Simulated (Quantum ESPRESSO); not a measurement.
# CsSnI3 under changes of volume

One of the cells (47.797 Å³/atom); the others are scaled copies at fixed shape and fractional positions:

```xyz
5
Lattice="6.2057 0.0000 0.0000 0.0000 6.2057 0.0000 0.0000 0.0000 6.2057" Properties=species:S:1:pos:R:3 pbc="T T T"
Cs    0.0000    0.0000    0.0000
I     3.1029    3.1029    0.0000
I     3.1029    0.0000    3.1029
I     0.0000    3.1029    3.1029
Sn    3.1029    3.1029    3.1029
```

```yaml
Program: Quantum ESPRESSO 7.5
Functional: LDA
Potentials_or_basis: GBRV 1.5 LDA
Cutoff: 925 eV
Density_cutoff: 7401 eV
k_mesh: 5 × 5 × 5
Occupations: fermi-dirac, width 0.05 eV
Spin: no spin polarisation
```

```csv
volume (Å³/atom),energy over the lowest point (meV/atom),pressure (GPa),gap on the mesh (eV)
44.929,0.00,-0.6,1.69
45.885,4.73,-1.0,1.71
46.841,11.50,-1.3,1.72
47.797,20.13,-1.6,1.74
48.753,30.31,-1.9,1.76
49.709,41.95,-2.1,1.77
50.665,?,?,?
```

Problem. What does the run at 50.665 Å³/atom give?

Solution. Energy over the lowest point 54.80 meV/atom; pressure -2.3 GPa; gap on the mesh 1.79 eV.

Worked out: A Birch-Murnaghan fit of order 3 (a polynomial in V^(-2/3)) to the other rows has no minimum within the range. It gives 54.82 meV/atom at 50.665 Å³/atom, against the run's 54.80, and -dE/dV = -2.3 GPa, against -2.3. A straight line through the other rows of the gap, of slope 0.806 eV per unit of ln V (its deformation potential), extrapolates to 1.79 eV, against the run's 1.79.

Energies are extrapolated to zero smearing.

Caveats: spin-orbit coupling is left out, which moves the levels of the heavy elements; an odd mesh through Γ misses points on the zone boundary, where band edges often lie; the cell was measured hot, at 500 K.
